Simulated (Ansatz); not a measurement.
O started on a Sn site next to Sn started in the widest void in rutile SnO2, 73 atoms, charge 0

All numbers come from Ansatz (PAW, plane waves, no spin–orbit coupling) at the single k point (¼, ¼, ¼) without its symmetry partners. The atoms were relaxed with PBEsol in a fixed cell; other functionals are single points on those atoms unless said otherwise. The valence top and gap of the host come from its small cell on a dense mesh, with the band extrema sought between the mesh points, lined up by the mean potential, PBEsol gap 0.92 eV, HSE06 gap 2.75 eV.

Relaxed structure:

```
Sn O
1.0
     9.53809    0.00000    0.00000
     0.00000    9.53809    0.00000
     0.00000    0.00000    9.63630
Sn O
24 49
Direct
  0.00388 0.00072 0.00132
  0.00120 0.99804 0.33583
  0.00527 0.99665 0.66858
  0.00404 0.49824 0.00232
  0.00257 0.49975 0.33596
  0.00591 0.49714 0.66857
  0.50215 0.99933 0.00120
  0.50367 0.99787 0.33483
  0.50478 0.99600 0.66859
  0.51411 0.49184 0.99303
  0.50149 0.50043 0.66858
  0.25519 0.24987 0.17108
  0.25207 0.24362 0.50406
  0.25572 0.24932 0.83667
  0.24612 0.75575 0.16858
  0.25360 0.74746 0.50127
  0.25446 0.74833 0.83588
  0.75364 0.24826 0.16857
  0.75648 0.24590 0.50300
  0.75601 0.24544 0.83415
  0.75204 0.74672 0.16608
  0.75261 0.74621 0.50048
  0.75829 0.74984 0.83310
  0.51008 0.48780 0.34411
  0.35553 0.55761 0.21470
  0.15794 0.15359 0.00305
  0.15450 0.15087 0.33537
  0.15594 0.15138 0.67153
  0.15893 0.65084 0.00386
  0.14048 0.66573 0.33808
  0.15782 0.65123 0.66865
  0.65544 0.15351 0.00153
  0.65588 0.15268 0.33586
  0.65997 0.14712 0.66816
  0.67052 0.64386 0.99503
  0.65500 0.64827 0.33366
  0.65725 0.65172 0.66855
  0.35365 0.34694 0.00350
  0.35806 0.33137 0.34213
  0.35021 0.34466 0.66861
  0.33622 0.86137 0.99909
  0.35109 0.84294 0.33328
  0.35069 0.84409 0.66850
  0.84925 0.34602 0.00129
  0.84841 0.34645 0.33561
  0.85480 0.34194 0.66900
  0.85107 0.84739 0.00179
  0.84835 0.84398 0.33410
  0.85055 0.84596 0.66563
  0.09965 0.40063 0.17049
  0.10277 0.40231 0.50071
  0.10233 0.40154 0.83671
  0.09633 0.90564 0.16858
  0.10292 0.90423 0.50201
  0.09771 0.89902 0.83515
  0.59906 0.40285 0.16857
  0.60465 0.39879 0.50898
  0.60315 0.39728 0.82817
  0.60135 0.90233 0.16666
  0.60038 0.89959 0.50045
  0.59959 0.89913 0.83645
  0.40734 0.09552 0.16904
  0.40550 0.09014 0.50332
  0.40995 0.09812 0.83353
  0.44428 0.64630 0.12253
  0.40705 0.59355 0.50302
  0.40836 0.59486 0.83413
  0.90555 0.09637 0.16858
  0.90758 0.09414 0.50244
  0.90776 0.09432 0.83471
  0.90638 0.59455 0.16811
  0.90378 0.59195 0.50362
  0.91176 0.59640 0.83384
```

Chemical potentials μ are those of reference phases of the elements at zero temperature by the same functional (the usual solids, diamond for C, grey Sn, and the molecules H2, N2, O2, F2, Cl2, Br2 and S8).

```tsv
functional	E(defect) − E(host) − Σ nμ + q·E_VBM (eV)	monopole (eV)	alignment (eV)	formation energy at E_F = VBM (eV)	moment (μB)	wall time, shared host
PBEsol	2.32	0.00	0.00	2.32	0 (no spin)	54 s on NVIDIA H100 (relaxation)
HSE06	2.71	0.00	0.00	2.71	0 (no spin)	71 s on NVIDIA H100
```

HSE06 one-electron levels near the gap (the ten most localised at most), from the host's valence top:

```
level (eV)  spin  filling  atoms sharing it  element of the atom with most weight
     -0.17  both     2.00              46.9                                spread
     -0.02  both     2.00               5.1                                     O
     -0.01  both     2.00               7.4                                     O
```

All elements are taken at their own reference at once; growth conditions in equilibrium with the host shift these energies, by up to the host's formation enthalpy.

One k point and a cell of this size can leave errors of several tenths of an eV in such numbers.
